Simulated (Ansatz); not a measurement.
BeTe in Ansatz: the effect of functional

BeTe:

```xyz
2
Lattice="0.0000 2.7700 2.7700 2.7700 0.0000 2.7700 2.7700 2.7700 0.0000" Properties=species:S:1:pos:R:3 pbc="T T T"
Te    4.1550    4.1550    4.1550
Be    0.0000    0.0000    0.0000
```

Alike in all runs:

- Program: Ansatz 0.2.0
- Task: single point
- Potentials or basis: all-electron PAW datasets made for the crystal
- k mesh: 6 × 6 × 6
- Occupations: fermi-dirac, width 0.05 eV
- Spin: no spin polarisation

```csv
functional,cutoff,gap on the mesh (eV),pressure (GPa)
PBEsol,180 eV (chosen from the basis error),1.75,2.3
HSE06,270 eV (chosen from the basis error),?,?
PBE0,270 eV (chosen from the basis error),3.18,3.3
```

Task: What does the run with functional HSE06 give?

Result: gap on the mesh 2.53 eV; pressure 3.3 GPa.

Caveats: spin-orbit coupling is left out, which moves the levels of the heavy elements.

A k mesh can miss the band edges.

The runs don't all hold the same shells in valence.
